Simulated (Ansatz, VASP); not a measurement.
**One calculation of Pt, two programs**

```
Pt
1.0
     0.00000    1.98727    1.89916
     1.98727    0.00000    1.89916
     1.98727    1.98727    0.00000
Pt
1
Cartesian
  0.0000 0.0000 0.0000
```

Change from the starting cell: strain +0.015 along x and y, -0.030 along z, atoms carried along.

Alike in both runs: task single point; functional PBEsol; k mesh 20 × 20 × 20; occupations gaussian, width 0.15 eV; no spin polarisation.

|  | VASP | Ansatz |
| --- | --- | --- |
| version | VASP 6.6.1 | Ansatz 0.2.0 |
| potentials or method | VASP PAW PBE potentials, release 64 (Pt) | scalar-relativistic, plane waves, PAW |
| plane-wave cutoff (eV) | 520 | 420 |
| valence electrons in the cell | 10 | 18 |

Ansatz gave:

| Quantity | Value |
| --- | --- |
| gap on the k mesh at the Fermi level (eV) | none |
| pressure (GPa) | 1.0 |
| largest component of the traceless stress (GPa) | 2.51 |

Task: What did VASP give for the same quantities?

Result: gap on the k mesh at the Fermi level (eV): none; pressure (GPa): 0.6; largest component of the traceless stress (GPa): 2.51.

A gap of «none» marks a metal or a gap that the smearing closes. With one functional, cell and mesh, what is left measures potentials, basis and numerics. The two sets of potentials don't hold the same shells in valence.

Caveats: the PAW data sets were made with another functional, which shifts forces and pressure a little (VASP). Spin-orbit coupling is left out, which matters for the levels of Pt.
